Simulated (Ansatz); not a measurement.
The system is HgTe (Coloradoite).

```
Hg Te
1.0
     0.00000    3.21450    3.21450
     3.21450    0.00000    3.21450
     3.21450    3.21450    0.00000
Hg Te
1 1
Cartesian
  0.0000 0.0000 0.0000
  4.8217 4.8217 4.8217
```

| Quantity | Value |
| --- | --- |
| Program | Ansatz 0.2.0 |
| Task | relaxation of cell and atoms |
| Functional | PBE |
| Dispersion | D3(BJ) |
| Potentials or basis | all-electron LAPW, scalar-relativistic |
| Basis error allowed | 0.001 eV/atom |
| k mesh | 7 × 7 × 7 |
| Occupations | fermi-dirac, width 0.05 eV |
| Spin | no spin polarisation |

At the start: volume 33.22 Å³/atom.

How do energy, volume and symmetry change on relaxing?

Over 5 steps the energy falls by 13.8 meV/atom and the volume is 35.07 Å³/atom (+5.6 %); space group F-43m (No. 216, to 0.05 Å).

Step by step:
| step | energy change (eV) | largest force (eV/Å) | volume (Å³) |
| --- | --- | --- | --- |
| 1 | 0.0000 | 0.0000 | 66.43 |
| 2 | -0.0188 | 0.0000 | 72.48 |
| 3 | -0.0275 | 0.0000 | 70.42 |
| 4 | -0.0276 | 0.0000 | 70.15 |
| 5 | -0.0276 | 0.0000 | 70.15 |

Final structure:
```cif
data_structure
_symmetry_space_group_name_H-M 'P 1'
_symmetry_Int_Tables_number 1
_cell_length_a 4.6292
_cell_length_b 4.6292
_cell_length_c 4.6292
_cell_angle_alpha 60.000
_cell_angle_beta 60.000
_cell_angle_gamma 60.000
_cell_volume 70.15
loop_
_atom_site_label
_atom_site_type_symbol
_atom_site_fract_x
_atom_site_fract_y
_atom_site_fract_z
_atom_site_occupancy
Hg1 Hg 0.00000 0.00000 0.00000 1
Te1 Te 0.75000 0.75000 0.75000 1
```
